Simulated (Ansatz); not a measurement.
Candidate structures of Ni

These are results of DFT, PBE, all-electron LAPW, scalar-relativistic (Ansatz 0.2.0), not measurements.

Each cell is taken as listed (from a database or a relaxation; residual pressures are under 0.6 GPa and forces under 0.08 eV/Å), on meshes of about 0.2 Å⁻¹ spacing; energies are extrapolated to zero smearing, with no zero-point or thermal terms. Other structures, the observed one among them, may be missing from this set and lie lower. All runs are spin-polarised from parallel starts; other orders weren't tried.

Order the structures by energy per atom, lowest first, and give the differences.
A.
Space group Im-3m (No. 229). a = 2.802 Å, b = 2.802 Å, c = 2.802 Å, α = 90.00°, β = 90.00°, γ = 90.00°
```tsv
atom	site	symmetry	x	y	z
Ni	2a	m-3m	0.0000	0.0000	0.0000
```
(bcc type, relaxed by us; 18×18×18 mesh on the primitive cell, smearing 0.08 eV, P = 0.0 GPa, final moment 0.56 μB/atom)
B.
```
Ni
1.0
     0.00000    1.75960    1.75960
     1.75960    0.00000    1.75960
     1.75960    1.75960    0.00000
Ni
1
Direct
  0.00000 0.00000 0.00000
```
(fcc type, relaxed by us; 18×18×18 mesh on the primitive cell, smearing 0.08 eV, P = 0.0 GPa, final moment 0.62 μB/atom)
C.
Space group P6_3/mmc (No. 194). a = 2.485 Å, b = 2.485 Å, c = 4.085 Å, α = 90.00°, β = 90.00°, γ = 120.00°
```
atom  site  symmetry       x       y       z
  Ni    2c      -6m2  0.3333  0.6667  0.2500
```
(hcp type, relaxed by us; 15×15×8 mesh on the primitive cell, smearing 0.05 eV, P = 0.0 GPa, final moment 0.65 μB/atom)

B (0 meV/atom), C (27 meV/atom), A (102 meV/atom).
